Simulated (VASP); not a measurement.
# Vacuum and the quasiparticle gap of a sheet of MoTe2 monolayer, part 4 of 5

How does the G0W0 gap of a single sheet of MoTe2 monolayer depend on the vacuum between its repeats?

VASP 6.6.1, plane waves and PAW; the level of theory is named at each step.

So far, quasiparticle gap on the mesh (eV): step 5 (G0W0, box 12 Å, bands in the sums 256) 1.68. Also gap on the k-mesh (eV): step 4 (empty bands, box 12 Å) 1.09.

### 8. G0W0, box 13.5 Å, bands in the sums 288, height 13.5

This step: G0W0 on PBE, no spin polarisation; plane waves and PAW (Mo_sv_GW, Te_GW) (VASP 6.6.1).

G0W0 in the taller cell, at the same response cutoff, frequencies and mesh.

The input, INCAR:

```
SYSTEM = Te2Mo
PREC = Accurate
ENCUT = 370
ISMEAR = 0
SIGMA = 0.01
LREAL = .FALSE.
GGA = PE
NBANDS = 288
LASPH = .TRUE.
ALGO = EVGW0
NELMGW = 1
ENCUTGW = 90
NOMEGA = 48
PRECFOCK = Fast
NBANDSGW = 24
LWAVE = .FALSE.
LCHARG = .FALSE.
```

The input, POSCAR:

```
Te2Mo
1.0
    3.5500000000      0.0000000000      0.0000000000
   -1.7750000000      3.0743901834      0.0000000000
    0.0000000000      0.0000000000     13.5000000000
Mo Te
1 2
Direct
    0.3333333333      0.6666666667      0.5000000000
    0.6666666667      0.3333333333      0.6341125308
    0.6666666667      0.3333333333      0.3658874692
```

The input, KPOINTS:

```
Automatic mesh
0
Gamma
9 9 1
0 0 0
```

Potentials, in the order of the species: Mo_sv_GW and Te_GW (PBE family, release 64).

Command:

```console
> mpirun -np 8 vasp_std
```

The program printed:

```text
[banner, memory and clock lines left out]
running    8 mpi-ranks, on    1 nodes
[...]
[... a notice as in an earlier step ...]

 [... a notice as in an earlier step ...]

 LDA part: xc-table for (Slater+PW92), standard interpolation
 found WAVECAR, reading the header
 POSCAR, INCAR and KPOINTS ok, starting setup
[...]
reading WAVECAR
 the WAVECAR file was read successfully
 initial charge from wavefunction
 available memory per node:     69.84 GB, setting MAXMEM to     71516

 The Fermi energy was updated, please check that it is located mid-gap
 values below the HOMO (VB) or above the LUMO (CB) will cause erroneous energies
 E-fermi :   2.2051

 calculate exact exchange contribution
 the WAVEDER file was read successfully
 [... a notice as in an earlier step ...]

energies w=
    0.000    0.000    0.883    0.000    1.762    0.000    2.634    0.000
    3.497    0.000    4.348    0.000    5.186    0.000    6.009    0.000
    6.817    0.000    7.610    0.000    8.390    0.000    9.157    0.000
[...]
total number of BLAS operations       6045.59 Gflops
NQ=   8    0.3333    0.1111    0.0000,
|.........|.........|.........|.........|.........|.........|.........|.........
 performed      10891000 updates of chi_q(r,r)
 total number of BLAS operations       7180.74 Gflops
NQ=   9    0.4444    0.1111    0.0000,
|.........|.........|.........|.........|.........|.........|.........|.........
 performed      12341000 updates of chi_q(r,r)
 total number of BLAS operations       8156.34 Gflops
NQ=  10    0.2222    0.2222    0.0000,
|.........|.........|.........|.........|.........|.........|.........|.........
 performed      13791000 updates of chi_q(r,r)
 total number of BLAS operations       9072.33 Gflops
NQ=  11    0.3333    0.2222    0.0000,
|.........|.........|.........|.........|.........|.........|.........|.........
 performed      15489000 updates of chi_q(r,r)
 total number of BLAS operations      10184.03 Gflops
NQ=  12    0.3333    0.3333    0.0000,
|.........|.........|.........|.........|.........|.........|.........|.........
 performed      16386000 updates of chi_q(r,r)
 total number of BLAS operations      10842.92 Gflops
 resolving degeneracies of screened two electron integrals

 calculate QP shifts <psi_nk| G(iteration)W_0 |psi_nk>: iteration 1
 entering main loop
```

Elapsed: 8.3 min, on 8 MPI ranks of Intel Xeon Platinum 8259CL at 2.50GHz (Skylake/Cascade Lake), shared host; peak memory 3.5 GiB; 61 min of CPU time.

Parts of OUTCAR (step 8):

```text
 QP shifts <psi_nk| G(iteration)W_0 |psi_nk>: iteration 1
 for sc-GW calculations column KS-energies equals QP-energies in previous step
 and V_xc(KS)=  KS-energies - (<T + V_ion + V_H > + <T+V_H+V_ion>^1  + <V_x>^1)
 k-point   1 :       0.0000    0.0000    0.0000
  band No.  KS-energies  QP-energies   sigma(KS)   V_xc(KS)     V^pw_x(r,r')   Z            occupation Imag(sigma)
    ...
     10       0.0271      -0.0879     -14.9360     -14.7796     -16.5512       0.7353       2.0000       0.3632
     11       0.7923       0.7889     -15.6221     -15.6175     -16.4865       0.7411       2.0000       0.2280
     12       0.7923       0.7889     -15.6221     -15.6175     -16.4865       0.7411       2.0000       0.2280
     13       1.1929       1.1072     -14.5745     -14.4588     -15.2586       0.7403       2.0000       0.2170
     14       4.7135       5.2575     -11.9901     -12.7000      -8.5223       0.7663       0.0000      -0.3518
     15       4.7135       5.2575     -11.9901     -12.7000      -8.5223       0.7663       0.0000      -0.3518
     16       4.9854       5.5520     -12.3318     -13.0731      -8.5618       0.7643       0.0000      -0.4436
     17       4.9854       5.5520     -12.3318     -13.0731      -8.5618       0.7643       0.0000      -0.4436
    ...

[... 1 part as in an earlier step ...]

[... 2 further parts left out ...]
[key lines of the parts left out:]
E-fermi :   2.2051
```

The gap is now 1.719 eV, +36 meV against the lowest cell. Of the change against the lowest cell, +0 meV is already in the starting gap. The sheet keeps a typed, unrelaxed lattice constant, and the Coulomb interaction between its repeats isn't cut. Spin-orbit coupling is left out. VASP warns that the automatic setting of its frequency mesh failed and advises more k points, so the value is in doubt.

### 9. Ground state with more vacuum, box 15 Å, height 15

This step: PBE, no spin polarisation; plane waves and PAW (Mo_sv_GW, Te_GW) (VASP 6.6.1).

The cell is made 15 Å high around the same sheet, and the chain is run again; the band count grows with the volume, so that the sums reach the same energy.

The input, INCAR:

```
SYSTEM = Te2Mo
PREC = Accurate
ENCUT = 370
EDIFF = 1E-08
NELM = 100
ISMEAR = 0
SIGMA = 0.01
LREAL = .FALSE.
ALGO = Normal
GGA = PE
NBANDS = 19
LASPH = .TRUE.
LORBIT = 11
LWAVE = .TRUE.
LCHARG = .FALSE.
KPAR = 8
```

The input, POSCAR:

```
Te2Mo
1.0
    3.5500000000      0.0000000000      0.0000000000
   -1.7750000000      3.0743901834      0.0000000000
    0.0000000000      0.0000000000     15.0000000000
Mo Te
1 2
Direct
    0.3333333333      0.6666666667      0.5000000000
    0.6666666667      0.3333333333      0.6207012777
    0.6666666667      0.3333333333      0.3792987223
```

KPOINTS is that of step 8.

Command:

```console
> mpirun -np 8 vasp_std
```

The program printed:

```text
[... set-up lines as in an earlier step ...]
 entering main loop
       N       E                     dE             d eps       ncg     rms          rms(c)
DAV:   1     0.156128508225E+03    0.15613E+03   -0.10887E+04   592   0.859E+02
DAV:   2    -0.472831402796E+01   -0.16086E+03   -0.15654E+03   688   0.292E+02
DAV:   3    -0.204738836673E+02   -0.15746E+02   -0.15581E+02   720   0.892E+01
DAV:   4    -0.211550949749E+02   -0.68121E+00   -0.67568E+00   768   0.223E+01
[...]
DAV:  19    -0.188195240638E+02   -0.21242E-06   -0.29190E-08   632   0.817E-04    0.570E-05
DAV:  20    -0.188195240918E+02   -0.27936E-07   -0.35234E-09   419   0.368E-04    0.302E-05
DAV:  21    -0.188195240989E+02   -0.70991E-08   -0.60295E-10   396   0.192E-04
   1 F= -.18819524E+02 E0= -.18819524E+02  d E =-.231200E-38
 writing wavefunctions
```

The job ended after 15 s (8 MPI ranks; peak memory 2 GiB; 1.9 min of CPU time).

From OUTCAR (step 9):

```text
  Total       -0.0742983     -0.0742983     -0.1597321      0.0000000      0.0000000      0.0000000
  in kB       -0.7271283     -0.7271283     -1.5632346      0.0000000      0.0000000      0.0000000
  external PRESSURE =      -1.0058304 kB  Pullay stress =       0.0000000 kB

 POSITION                                       TOTAL-FORCE (eV/Angst)
 -----------------------------------------------------------------------------------
     -0.00000      2.04959      7.50000        -0.000000      0.000000      0.000000
      1.77500      1.02480      9.31052         0.000000     -0.000000     -0.020403
      1.77500      1.02480      5.68948         0.000000     -0.000000      0.020403
 -----------------------------------------------------------------------------------
    total drift:                                0.000001     -0.000001     -0.000000

  FREE ENERGIE OF THE ION-ELECTRON SYSTEM (eV)
  ---------------------------------------------------
  free  energy   TOTEN  =       -18.8195240989 eV

  energy  without entropy=      -18.8195240989  energy(sigma->0) =      -18.81952410

[... 1 part as in an earlier step ...]

[... 2 further parts left out ...]
[key lines of the parts left out:]
E-fermi :   1.0963
```

### 10. Empty bands, box 15 Å, height 15

The empty bands are made again, for the run that follows.

The input, INCAR:

```
SYSTEM = Te2Mo
PREC = Accurate
ENCUT = 370
ISMEAR = 0
SIGMA = 0.01
LREAL = .FALSE.
GGA = PE
NBANDS = 320
LASPH = .TRUE.
ALGO = Exact
NELM = 1
LWAVE = .TRUE.
LCHARG = .FALSE.
LOPTICS = .TRUE.
NEDOS = 1000
CSHIFT = 0.1
```

POSCAR is that of step 9.

KPOINTS is that of step 9.

Command:

```console
> mpirun -np 8 vasp_std
```

The program printed:

```text
[banner, memory and clock lines left out]
running    8 mpi-ranks, on    1 nodes
[...]
[... a notice as in an earlier step ...]

 LDA part: xc-table for (Slater+PW92), standard interpolation
 found WAVECAR, reading the header
  number of bands has changed, file:    19 present:   320
  trying to continue reading WAVECAR, but it might fail
 POSCAR, INCAR and KPOINTS ok, starting setup
[...]
reading WAVECAR
 random initialization beyond band           19
 the WAVECAR file was read successfully
 initial charge from wavefunction
 entering main loop
       N       E                     dE             d eps       ncg     rms          rms(c)
DIA:   1    -0.188195241004E+02   -0.18820E+02    0.00000E+00     0   0.000E+00
   1 F= -.18819524E+02 E0= -.18819524E+02  d E =-.348627E-22
 writing wavefunctions
 optical routines
 imaginary and real dielectric function
 recalculating local potential from charge density
 direction            1
 direction            2
 direction            3
```

It took 66 s on 8 MPI ranks; peak memory 3.5 GiB; 8.6 min of CPU time.

Parts of OUTCAR (step 10):

```text
  Total       -0.0740711     -0.0740711     -0.1593542      0.0000000     -0.0000000      0.0000000
  in kB       -0.7249046     -0.7249046     -1.5595367      0.0000000     -0.0000000      0.0000000
  external PRESSURE =      -1.0031153 kB  Pullay stress =       0.0000000 kB

 POSITION                                       TOTAL-FORCE (eV/Angst)
 -----------------------------------------------------------------------------------
     -0.00000      2.04959      7.50000        -0.000000     -0.000000      0.000000
      1.77500      1.02480      9.31052         0.000000     -0.000000     -0.020420
      1.77500      1.02480      5.68948         0.000000      0.000000      0.020420
 -----------------------------------------------------------------------------------
    total drift:                                0.000001     -0.000001     -0.000000

  FREE ENERGIE OF THE ION-ELECTRON SYSTEM (eV)
  ---------------------------------------------------
  free  energy   TOTEN  =       -18.8195241004 eV

  energy  without entropy=      -18.8195241004  energy(sigma->0) =      -18.81952410

[... 1 part as in an earlier step ...]

[... 2 further parts left out ...]
[key lines of the parts left out:]
E-fermi :   1.0722
```

WAVECAR now holds 320 bands for 26 electrons.

### 11. G0W0, box 15 Å, bands in the sums 320, height 15

This step: G0W0 on PBE, no spin polarisation; plane waves and PAW (Mo_sv_GW, Te_GW) (VASP 6.6.1).

The input, INCAR:

```
SYSTEM = Te2Mo
PREC = Accurate
ENCUT = 370
ISMEAR = 0
SIGMA = 0.01
LREAL = .FALSE.
GGA = PE
NBANDS = 320
LASPH = .TRUE.
ALGO = EVGW0
NELMGW = 1
ENCUTGW = 90
NOMEGA = 48
PRECFOCK = Fast
NBANDSGW = 24
LWAVE = .FALSE.
LCHARG = .FALSE.
```

POSCAR is that of step 10.

KPOINTS is that of step 10.

Command:

```console
> mpirun -np 8 vasp_std
```

The program printed:

```text
[banner, memory and clock lines left out]
running    8 mpi-ranks, on    1 nodes
[...]
[... a notice as in an earlier step ...]

 [... a notice as in an earlier step ...]

 LDA part: xc-table for (Slater+PW92), standard interpolation
 found WAVECAR, reading the header
 POSCAR, INCAR and KPOINTS ok, starting setup
[...]
reading WAVECAR
 the WAVECAR file was read successfully
 initial charge from wavefunction
 available memory per node:     70.32 GB, setting MAXMEM to     72004

 The Fermi energy was updated, please check that it is located mid-gap
 values below the HOMO (VB) or above the LUMO (CB) will cause erroneous energies
 E-fermi :   1.5518

 calculate exact exchange contribution
 the WAVEDER file was read successfully
 [... a notice as in an earlier step ...]

energies w=
    0.000    0.000    0.883    0.000    1.763    0.000    2.635    0.000
    3.499    0.000    4.350    0.000    5.188    0.000    6.012    0.000
    6.820    0.000    7.614    0.000    8.394    0.000    9.161    0.000
[...]
total number of BLAS operations       8251.90 Gflops
NQ=   8    0.3333    0.1111    0.0000,
|.........|.........|.........|.........|.........|.........|.........|.........
 performed      12124000 updates of chi_q(r,r)
 total number of BLAS operations       9810.46 Gflops
NQ=   9    0.4444    0.1111    0.0000,
|.........|.........|.........|.........|.........|.........|.........|.........
 performed      13738000 updates of chi_q(r,r)
 total number of BLAS operations      11182.88 Gflops
NQ=  10    0.2222    0.2222    0.0000,
|.........|.........|.........|.........|.........|.........|.........|.........
 performed      15352000 updates of chi_q(r,r)
 total number of BLAS operations      12497.00 Gflops
NQ=  11    0.3333    0.2222    0.0000,
|.........|.........|.........|.........|.........|.........|.........|.........
 performed      17242000 updates of chi_q(r,r)
 total number of BLAS operations      14026.57 Gflops
NQ=  12    0.3333    0.3333    0.0000,
|.........|.........|.........|.........|.........|.........|.........|.........
 performed      18241000 updates of chi_q(r,r)
 total number of BLAS operations      14820.22 Gflops
 resolving degeneracies of screened two electron integrals

 calculate QP shifts <psi_nk| G(iteration)W_0 |psi_nk>: iteration 1
 entering main loop
```

Run time: 7.4 min. Hardware: 8 MPI ranks; peak memory 4 GiB; 59 min of CPU time.

Parts of OUTCAR (step 11):

```text
 QP shifts <psi_nk| G(iteration)W_0 |psi_nk>: iteration 1
 for sc-GW calculations column KS-energies equals QP-energies in previous step
 and V_xc(KS)=  KS-energies - (<T + V_ion + V_H > + <T+V_H+V_ion>^1  + <V_x>^1)
 k-point   1 :       0.0000    0.0000    0.0000
  band No.  KS-energies  QP-energies   sigma(KS)   V_xc(KS)     V^pw_x(r,r')   Z            occupation Imag(sigma)
    ...
     10      -0.6263      -0.7611     -14.9633     -14.7797     -16.5518       0.7342       2.0000       0.3663
     11       0.1389       0.1154     -15.6495     -15.6176     -16.4901       0.7398       2.0000       0.2315
     12       0.1389       0.1154     -15.6495     -15.6176     -16.4901       0.7398       2.0000       0.2315
     13       0.5403       0.4357     -14.6086     -14.4671     -15.2674       0.7390       2.0000       0.2199
     14       4.0601       4.6174     -11.9720     -12.7001      -8.5176       0.7654       0.0000      -0.3547
     15       4.0601       4.6174     -11.9720     -12.7001      -8.5176       0.7654       0.0000      -0.3547
     16       4.3320       4.9116     -12.3139     -13.0732      -8.5641       0.7633       0.0000      -0.4457
     17       4.3320       4.9116     -12.3139     -13.0732      -8.5641       0.7633       0.0000      -0.4457
    ...

[... 1 part as in an earlier step ...]

[... 2 further parts left out ...]
[key lines of the parts left out:]
E-fermi :   1.5518
```

The gap is now 1.751 eV, +68 meV against the lowest cell. Of the change against the lowest cell, +0 meV is already in the starting gap. The sheet keeps a typed, unrelaxed lattice constant, and the Coulomb interaction between its repeats isn't cut. Spin-orbit coupling is left out. VASP warns that the automatic setting of its frequency mesh failed and advises more k points, so the value is in doubt.

### 12. Ground state with more vacuum, box 19 Å, height 19

This step: PBE, no spin polarisation; plane waves and PAW (Mo_sv_GW, Te_GW) (VASP 6.6.1).

The cell is made 19 Å high around the same sheet, and the chain is run again; the band count grows with the volume, so that the sums reach the same energy.

The input, INCAR:

```
SYSTEM = Te2Mo
PREC = Accurate
ENCUT = 370
EDIFF = 1E-08
NELM = 100
ISMEAR = 0
SIGMA = 0.01
LREAL = .FALSE.
ALGO = Normal
GGA = PE
NBANDS = 19
LASPH = .TRUE.
LORBIT = 11
LWAVE = .TRUE.
LCHARG = .FALSE.
KPAR = 8
```

The input, POSCAR:

```
Te2Mo
1.0
    3.5500000000      0.0000000000      0.0000000000
   -1.7750000000      3.0743901834      0.0000000000
    0.0000000000      0.0000000000     19.0000000000
Mo Te
1 2
Direct
    0.3333333333      0.6666666667      0.5000000000
    0.6666666667      0.3333333333      0.5952904824
    0.6666666667      0.3333333333      0.4047095176
```

KPOINTS is that of step 11.

Command:

```console
> mpirun -np 8 vasp_std
```

The program printed:

```text
[... set-up lines as in an earlier step ...]
 entering main loop
       N       E                     dE             d eps       ncg     rms          rms(c)
DAV:   1     0.175477952908E+03    0.17548E+03   -0.10301E+04   592   0.824E+02
DAV:   2    -0.129036062623E+01   -0.17677E+03   -0.17359E+03   701   0.295E+02
DAV:   3    -0.202129494993E+02   -0.18923E+02   -0.18746E+02   696   0.952E+01
DAV:   4    -0.211475123408E+02   -0.93456E+00   -0.92798E+00   768   0.251E+01
[...]
DAV:  21    -0.188191000166E+02   -0.41065E-06   -0.16001E-08   580   0.602E-04    0.274E-05
DAV:  22    -0.188191001354E+02   -0.11877E-06   -0.36288E-09   456   0.267E-04    0.247E-05
DAV:  23    -0.188191001451E+02   -0.96607E-08   -0.39603E-10   384   0.138E-04
   1 F= -.18819100E+02 E0= -.18819100E+02  d E =-.265084E-28
 writing wavefunctions
```

Elapsed: 21 s, on 8 MPI ranks; peak memory 2.4 GiB.

OUTCAR, selected parts (step 12):

```text
  Total       -0.0747076     -0.0747076     -0.1596757      0.0000000     -0.0000000     -0.0000000
  in kB       -0.5772110     -0.5772110     -1.2336969      0.0000000     -0.0000000     -0.0000000
  external PRESSURE =      -0.7960396 kB  Pullay stress =       0.0000000 kB

 POSITION                                       TOTAL-FORCE (eV/Angst)
 -----------------------------------------------------------------------------------
     -0.00000      2.04959      9.50000        -0.000000      0.000000      0.000000
      1.77500      1.02480     11.31052         0.000000     -0.000000     -0.020388
      1.77500      1.02480      7.68948         0.000000     -0.000000      0.020388
 -----------------------------------------------------------------------------------
    total drift:                                0.000001     -0.000001     -0.000000

  FREE ENERGIE OF THE ION-ELECTRON SYSTEM (eV)
  ---------------------------------------------------
  free  energy   TOTEN  =       -18.8191001451 eV

  energy  without entropy=      -18.8191001451  energy(sigma->0) =      -18.81910015

[... 1 part as in an earlier step ...]

[... 2 further parts left out ...]
[key lines of the parts left out:]
E-fermi :  -0.1549
```

[end of part 4 of 5]

[Lines on the potential files, build, host, timing and source positions are cut from VASP's logs without a mark.]

[Logs are printed without paths, hosts, clocks, repeated set-up lines and the standing remarks that a program may print on its own settings, such as how far it seeks lower states.]

[Hosts, paths, dates, database ids (printed as entryN), source tags and the programs' standing remarks are cut or masked in the printed files.]

[Pressures printed for these runs are not shown converged in the cutoff: they can be off by several GPa and have the wrong sign.]
